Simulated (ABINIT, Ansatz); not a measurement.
## KF (Carobbiite): the LO frequency by hand

How high does the longitudinal optical mode of KF (Carobbiite) lie, given the transverse one, the Born charge and ε∞?

Calculated with ABINIT 10.8.3; DFT LDA, scalar-relativistic, plane waves, PseudoDojo norm-conserving pseudopotentials.

**1. The relaxed structure**

The structure is cubic, space group Fm-3m (No. 225). Conventional cell: a = 5.158 Å, b = 5.158 Å, c = 5.158 Å, α = 90.00°, β = 90.00°, γ = 90.00°. K has 6 F at 2.58 Å nearest. Nearest to F lie 6 K at 2.58 Å. Farther neighbours and most contacts between anions are not listed.

This is the cell after its relaxation at this level of theory, not the database cell from which that began.

**2. What the response run gave**

A linear-response run on the relaxed cell, with the response to an electric field; only its zone-centre results are used. Cutoff 42 Ha, k mesh 8×8×8.

Numbers of over 12 decimals in the logs are rounded to 6 here.

The program printed:

```text
[banners, grids, parts of the stress and lines that vanish by symmetry left out]
- input  file    -> dfpt_gamma.abi
- output file    -> dfpt_gamma.abo
- root for input  files -> dfpt_gammai
[...]
DATASET    1 : space group Fm -3 m (#225); Bravais cF (face-center cubic)
[...]
nfft =       91125          nkpt =         260
[...]
DATASET    2 : space group Fm -3 m (#225); Bravais cF (face-center cubic)
[...]
nfft =       91125          nkpt =         260
[...]
== DATASET  1 ==================================================================
[...]
cutoff_energies: {ecut:  42.0, pawecutdg:  -1.0, }
[...]
-  9.00000   7.00000  201202                  znucl, zion, pspdat
[...]
Perturbation : derivative vs k along direction   1
[...]
-ETOT  1  -19.183121042678     -1.918E+01 2.693E+00 0.000E+00
 ETOT  2  -19.256242430148     -7.312E-02 9.261E-02 0.000E+00
 ETOT  3  -19.256875820450     -6.334E-04 1.440E-04 0.000E+00
 ETOT  4  -19.256884096174     -8.276E-06 2.357E-05 0.000E+00
 ETOT  5  -19.256884232634     -1.365E-07 9.278E-08 0.000E+00
[...]
At SCF step   14   max residual=  9.97E-21 < tolwfr=  1.00E-20 =>converged.
[...]
Perturbation : derivative vs k along direction   2
[...]
-ETOT  1  -19.183197139582     -1.918E+01 2.693E+00 0.000E+00
[...]
At SCF step   14   max residual=  9.97E-21 < tolwfr=  1.00E-20 =>converged.
[...]
Perturbation : derivative vs k along direction   3
[...]
-ETOT  1  -19.183121041213     -1.918E+01 2.693E+00 0.000E+00
[...]
At SCF step   14   max residual=  9.97E-21 < tolwfr=  1.00E-20 =>converged.
[...]
1        1       0.7305690950   -0.0000000000
     1        2      -0.3652845475    0.0000000000
     1        3      -0.3652845475   -0.0000000000
     2        1      -0.3652845475    0.0000000000
     2        2       0.7305690950   -0.0000000000
     2        3       0.3652845475   -0.0000000000
     3        1      -0.3652845475   -0.0000000000
     3        2       0.3652845475   -0.0000000000
     3        3       0.7305690951    0.0000000000
[...]
== DATASET  2 ==================================================================
[...]
cutoff_energies: {ecut:  42.0, pawecutdg:  -1.0, }
[...]
Perturbation : displacement of atom   1   along direction   1
[...]
-ETOT  1   3.080641     -1.523E+03 4.608E+00 3.690E+02
[...]
At SCF step   11       vres2   =  6.95E-12 < tolvrs=  1.00E-10 =>converged.
[...]
At SCF step   10       vres2   =  3.05E-11 < tolvrs=  1.00E-10 =>converged.
[...]
-ETOT  1  0.665934     -2.871E+01 1.099E+01 1.751E+03
[...]
ETOT  9  0.106820     -2.441E-12 4.028E-14 1.361E-10
 ETOT 10  0.106820     -1.847E-13 1.401E-16 3.081E-11
 At SCF step   10       vres2   =  3.08E-11 < tolvrs=  1.00E-10 =>converged.
[...]
Dielectric tensor, in cartesian coordinates,
[...]
1    4   1    4         2.0953249692        -0.0000000000
   1    4   2    4         0.0000000000        -0.0000000000
   1    4   3    4         0.0000000000        -0.0000000000
   2    4   1    4         0.0000000000        -0.0000000000
   2    4   2    4         2.0953249692        -0.0000000000
   2    4   3    4         0.0000000000        -0.0000000000
   3    4   1    4         0.0000000000        -0.0000000000
   3    4   2    4         0.0000000000        -0.0000000000
   3    4   3    4         2.0953249692        -0.0000000000
  Effective charges, in cartesian coordinates,
[...]
1    1   1    4         1.1508364545         0.0000000000
   2    1   1    4         0.0000000000         0.0000000000
   3    1   1    4        -0.0000000000         0.0000000000
   1    2   1    4        -1.1508467536         0.0000000000
   2    2   1    4        -0.0000000000         0.0000000000
[...]
Effective charges, in cartesian coordinates,
[...]
Rigid-atom elastic tensor , in cartesian coordinates,
[...]
Rigid-atom proper piezoelectric tensor, in cartesian coordinates,
[...]
2    4   2    6         0.0000000000         0.0000000000
   2    4   3    6         0.0000000000         0.0000000000
   3    4   1    5         0.0000000000         0.0000000000
   3    4   2    5         0.0000000000         0.0000000000
   3    4   3    5         0.0000000000         0.0000000000
   3    4   1    6         0.0000000000         0.0000000000
   3    4   2    6         0.0000000000         0.0000000000
   3    4   3    6         0.0000000000         0.0000000000
  Phonon wavevector (reduced coordinates) :  0.00000  0.00000  0.00000
 Phonon energies in Hartree :
[...]
Phonon frequencies in cm-1    :
-  6.308685E-01  6.308686E-01  6.308688E-01  2.109690E+02  2.109690E+02
-  2.109690E+02
  Phonon at Gamma, with non-analyticity in the
[...]
Phonon energies in Hartree :
[...]
Phonon frequencies in cm-1    :
-  6.308685E-01  6.308686E-01  6.308689E-01  2.109690E+02  2.109690E+02
-  3.397124E+02
  Phonon at Gamma, with non-analyticity in the
[...]
Phonon energies in Hartree :
[...]
Phonon frequencies in cm-1    :
-  6.308685E-01  6.308687E-01  6.308688E-01  2.109690E+02  2.109690E+02
-  3.397124E+02
  Phonon at Gamma, with non-analyticity in the
[...]
Phonon energies in Hartree :
[...]
Phonon frequencies in cm-1    :
-  6.308686E-01  6.308686E-01  6.308688E-01  2.109690E+02  2.109690E+02
-  3.397124E+02
[...]
fcart2     0.0000000000E+00  0.0000000000E+00  0.0000000000E+00
           strten2     0.0000000000E+00  0.0000000000E+00  0.0000000000E+00
================================================================================
```

```tsv
quantity	value
cell volume Ω (Å³)	34.313
mass of K (u)	39.098
mass of F (u)	18.998
Born charge of K, raw (e)	1.151
Born charge of F, raw (e)	-1.151
ε∞	2.095
ω(TO) after the sum rule (cm⁻¹)	211.0
```

**3. The calculation**

The charges must sum to zero over the cell; taking off their mean, 0.000 e, leaves Z* = 1.151 e on K. In the polar mode K moves against F, so the reduced mass is μ = 39.10 × 19.00 / 58.10 = 12.786 u.

A longitudinal wave builds up a field that adds to the restoring force: ω(LO)² = ω(TO)² + 4π Z*² / (μ Ω ε∞), in Hartree atomic units. With μ = 23307 electron masses and Ω = 231.55 bohr³ the second term is 1.4717e-06 Ha², or 70892 cm⁻² (1 Ha = 219474.6 cm⁻¹).

So ω(LO) = √(44508 + 70892) = 339.7 cm⁻¹, and by the Lyddane-Sachs-Teller relation ε₀ = ε∞ (ω(LO)/ω(TO))² = 5.43.

**4. Check against the program**

The analysis program adds the same non-analytic term to the full matrix.

The program printed:

```text
[banners, grids, parts of the stress and lines that vanish by symmetry left out]
-outvars_anaddb: echo values of input variables ----------------------

 Flags :
[...]
Dielectric Tensor and Effective Charges
[...]
Effective charge tensors after
[...]
Phonon wavevector (reduced coordinates) :  0.00000  0.00000  0.00000
 Phonon energies in Hartree :
[...]
Phonon energies in meV     :
-  0.000000E+00  0.000000E+00  0.000000E+00  2.615669E+01  2.615669E+01
-  2.615669E+01
 Phonon frequencies in cm-1    :
-  0.000000E+00  0.000000E+00  0.000000E+00  2.109680E+02  2.109680E+02
-  2.109680E+02
 Phonon frequencies in Thz     :
-  0.000000E+00  0.000000E+00  0.000000E+00  6.324660E+00  6.324660E+00
-  6.324660E+00
 Phonon energies in Kelvin  :
-  0.000000E+00  0.000000E+00  0.000000E+00  3.035358E+02  3.035358E+02
-  3.035358E+02
[...]
-  1  0.00000000E+00  0.00000000E+00 -3.07287074E-03
-     0.00000000E+00  0.00000000E+00  0.00000000E+00
-  2  0.00000000E+00  0.00000000E+00 -3.07286886E-03
-     0.00000000E+00  0.00000000E+00  0.00000000E+00
[...]
-  1  0.00000000E+00 -3.07287074E-03  0.00000000E+00
-     0.00000000E+00  0.00000000E+00  0.00000000E+00
-  2  0.00000000E+00 -3.07286886E-03  0.00000000E+00
-     0.00000000E+00  0.00000000E+00  0.00000000E+00
[...]
-  1  3.07287074E-03  0.00000000E+00  0.00000000E+00
-     0.00000000E+00  0.00000000E+00  0.00000000E+00
-  2  3.07286886E-03  0.00000000E+00  0.00000000E+00
-     0.00000000E+00  0.00000000E+00  0.00000000E+00
[...]
-  1  0.00000000E+00  2.15232009E-07 -2.14202057E-03
-     0.00000000E+00  0.00000000E+00  0.00000000E+00
-  2  0.00000000E+00 -4.42943059E-07  4.40823438E-03
-     0.00000000E+00  0.00000000E+00  0.00000000E+00
[...]
-  1  0.00000000E+00  2.14202057E-03  2.15232126E-07
-     0.00000000E+00  0.00000000E+00  0.00000000E+00
-  2 -1.90191789E-07 -4.40823437E-03 -4.42943299E-07
-     0.00000000E+00  0.00000000E+00  0.00000000E+00
[...]
-  1  2.14202058E-03  0.00000000E+00  0.00000000E+00
-     0.00000000E+00  0.00000000E+00  0.00000000E+00
-  2 -4.40823439E-03  1.90192348E-07  0.00000000E+00
-     0.00000000E+00  0.00000000E+00  0.00000000E+00
[...]
-     1          0.000000     0.000000    -0.000000     0.000000
-     2          0.000000    -0.000000    -0.000000     0.000000
-     3          0.000000     0.000000    -0.000000     0.000000
-     4          0.000002     0.000155    -1.538084     1.538084
-     5          0.000066     1.538084     0.000155     1.538084
-     6          1.538084    -0.000066     0.000002     1.538084
[...]
-   1     Real    0.0000E+00  0.0000E+00  0.0000E+00  0.0000E+00  0.0000E+00  0.0000E+00  0.0000E+00
[...]
-  1.018429E+01
 Phonon energies in Kelvin  :
-  0.000000E+00  0.000000E+00  0.000000E+00  3.035358E+02  3.035358E+02
-  4.887690E+02
[...]
-  1  0.00000000E+00  0.00000000E+00 -3.07287074E-03
-     0.00000000E+00  0.00000000E+00  0.00000000E+00
-  2  0.00000000E+00  0.00000000E+00 -3.07286886E-03
-     0.00000000E+00  0.00000000E+00  0.00000000E+00
[...]
Phonon at Gamma, with non-analyticity in the
[...]
Phonon energies in Hartree :
[...]
Phonon energies in meV     :
-  0.000000E+00  0.000000E+00  0.000000E+00  2.615669E+01  2.615669E+01
-  4.211885E+01
 Phonon frequencies in cm-1    :
-  0.000000E+00  0.000000E+00  0.000000E+00  2.109680E+02  2.109680E+02
-  3.397114E+02
 Phonon frequencies in Thz     :
-  0.000000E+00  0.000000E+00  0.000000E+00  6.324660E+00  6.324660E+00
-  1.018429E+01
 Phonon energies in Kelvin  :
-  0.000000E+00  0.000000E+00  0.000000E+00  3.035358E+02  3.035358E+02
-  4.887690E+02
[...]
Phonon at Gamma, with non-analyticity in the
[...]
Phonon energies in Hartree :
[...]
Phonon energies in meV     :
-  0.000000E+00  0.000000E+00  0.000000E+00  2.615669E+01  2.615669E+01
-  4.211885E+01
 Phonon frequencies in cm-1    :
-  0.000000E+00  0.000000E+00  0.000000E+00  2.109680E+02  2.109680E+02
-  3.397114E+02
 Phonon frequencies in Thz     :
-  0.000000E+00  0.000000E+00  0.000000E+00  6.324660E+00  6.324660E+00
-  1.018429E+01
 Phonon energies in Kelvin  :
-  0.000000E+00  0.000000E+00  0.000000E+00  3.035358E+02  3.035358E+02
-  4.887690E+02
[...]
-  1  8.84048569E-06 -3.07274418E-03 -2.64353082E-05
-     0.00000000E+00  0.00000000E+00  0.00000000E+00
-  2  8.84009242E-06 -3.07274269E-03 -2.64356798E-05
-     0.00000000E+00  0.00000000E+00  0.00000000E+00
[...]
-  1  3.07285106E-03  8.78414439E-06  6.55501857E-06
-     0.00000000E+00  0.00000000E+00  0.00000000E+00
-  2  3.07284957E-03  8.78452658E-06  6.55540213E-06
-     0.00000000E+00  0.00000000E+00  0.00000000E+00
[...]
-  1  2.77341727E-04  1.35680139E-03 -1.63414311E-03
-     0.00000000E+00  0.00000000E+00  0.00000000E+00
-  2 -5.70763583E-04 -2.79226942E-03  3.36303300E-03
-     0.00000000E+00  0.00000000E+00  0.00000000E+00
[...]
-  1  1.72682261E-03 -1.10359629E-03 -6.23226325E-04
-     0.00000000E+00  0.00000000E+00  0.00000000E+00
-  2 -3.55376551E-03  2.27117852E-03  1.28258699E-03
-     0.00000000E+00  0.00000000E+00  0.00000000E+00
[...]
Direction                     Dielectric constant
[...]
Elastic Tensor (clamped ion) (unit:10^2GP):
[...]
Elastic Tensor (relaxed ion) (unit:10^2GP):
[...]
-0.0000000   0.0000000  -0.0000000   0.0000000   7.3678390  -0.0000000
   0.0000000   0.0000000   0.0000000  -0.0000000  -0.0000000   7.3678389
-
```

```tsv
quantity	by hand	program
ω(LO) (cm⁻¹)	339.7	339.7
ε₀	5.43	5.43
```

**5. Summary of results**

```json
{
 "TO mode": "211.0 cm⁻¹",
 "LO mode": "339.7 cm⁻¹",
 "static dielectric constant": "5.433"
}
```

**Reading.** The LO mode of KF (Carobbiite) lies at 340 cm⁻¹, 129 cm⁻¹ above the TO mode; the formula meets the program within 0.1 cm⁻¹, as it must for a cubic crystal with one polar mode. ω(LO)² − ω(TO)² goes with Z*²/ε∞: an error of 5 % in ε∞ would move the LO mode by 5.0 cm⁻¹, and semilocal functionals tend to overestimate ε∞. These are harmonic values at zero temperature, at the volume of this functional, for the structure held cubic; stability elsewhere in the zone is no part of this calculation.

[Host names and launcher messages were left out of these logs when they were recorded.]

[Logs are printed without paths, hosts, clocks, repeated set-up lines and the standing remarks that a program may print on its own settings, such as how far it seeks lower states.]

[Hosts, paths, dates, database ids (printed as entryN), source tags and the programs' standing remarks are cut or masked in the printed files.]
